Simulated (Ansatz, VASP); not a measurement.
# B: VASP beside Ansatz

Contents of POSCAR:

```
B
1.0
    1.9200471483      0.0000000000      0.0000000000
    0.0000000000      1.9200471483      0.0000000000
    0.0000000000      0.0000000000      1.9200471483
B
1
Direct
    0.0000000000      0.0000000000      0.0000000000
```

Contents of INCAR.step1:

```
PREC     = Accurate       # precision mode
ENCUT    = 600            # plane-wave cutoff, eV
ISMEAR   = -1             # smearing method
SIGMA    = 0.1            # smearing width, eV
LREAL    = F              # projectors in reciprocal space
LASPH    = T              # aspherical terms in the spheres
NELM     = 60             # most SCF steps
GGA      = PE             # functional
ALGO     = Normal         # electronic algorithm
EDIFF    = 1E-4           # SCF threshold, eV
LWAVE    = T              # write WAVECAR
LCHARG   = F              # write CHGCAR
```

The input INCAR.step2:

```
PREC     = Accurate       # precision mode
ENCUT    = 600            # plane-wave cutoff, eV
EDIFF    = 1E-6           # SCF threshold, eV
ISMEAR   = -1             # smearing method
SIGMA    = 0.1            # smearing width, eV
LREAL    = F              # projectors in reciprocal space
LASPH    = T              # aspherical terms in the spheres
NELM     = 60             # most SCF steps
ALGO     = Normal         # electronic algorithm
ISIF     = 3              # what is computed and relaxed
LWAVE    = F              # write WAVECAR
LCHARG   = F              # write CHGCAR
METAGGA  = R2SCAN         # meta-GGA
LMIXTAU  = T            
IBRION   = 2              # ionic algorithm
NSW      = 80             # ionic steps
EDIFFG   = -0.01          # ionic threshold
ISTART   = 1
```

Contents of KPOINTS:

```
regular mesh
0
Gamma
  16 16 16
```

Input for Ansatz:

```yaml
crystal:
  lattice:
    - [1.9200471483, 0.0, 0.0]
    - [0.0, 1.9200471483, 0.0]
    - [0.0, 0.0, 1.9200471483]
  atoms:
    - { symbol: B, position: [0.0, 0.0, 0.0] }
hamiltonian:
  xc: r2scan
  pseudopotentials:
    kind: paw
    azcp:
      B: "pseudopotentials/B.paw.azcp"
basis:
  ecutwfc: 500
  fft_grid_basis: typed
kpoints:
  mp_grid: { grid: [16, 16, 16], shift: [0, 0, 0] }
magnetization:
  spin_polarized: false
scf:
  occupations: { method: fermi_dirac, width: 0.1 }
relax:
  max_steps: 60
  f_tol: 0.01
  cell: {}
```

The cell was built by a generator and needn't be a form met in nature.

Alike in both runs: task relaxation of cell and atoms; functional r2SCAN; k mesh 16 × 16 × 16; occupations fermi-dirac, width 0.1 eV; no spin polarisation.

|  | VASP | Ansatz |
| --- | --- | --- |
| version | VASP 6.6.1 | Ansatz 0.2.0 |
| potentials or method | VASP PAW PBE potentials, release 64 (B) | plane waves (500 eV) with PAW, scalar-relativistic |
| plane-wave cutoff (eV) | 600 | 500 |
| valence electrons in the cell | 3 | 3 |

|  | VASP | Ansatz | Ansatz less VASP |
| --- | --- | --- | --- |
| relaxed volume (Å³/atom) | 6.69 | 6.69 | +0.003 |
| relaxed cell length with the largest relative difference (Å) | 1.884 | 1.884 | +0.0003 |
| energy change over the relaxation (meV/atom) | -15 | -15 | +0.2 |

Caveats: the PAW data sets were made with another functional, which shifts forces and pressure a little (VASP).
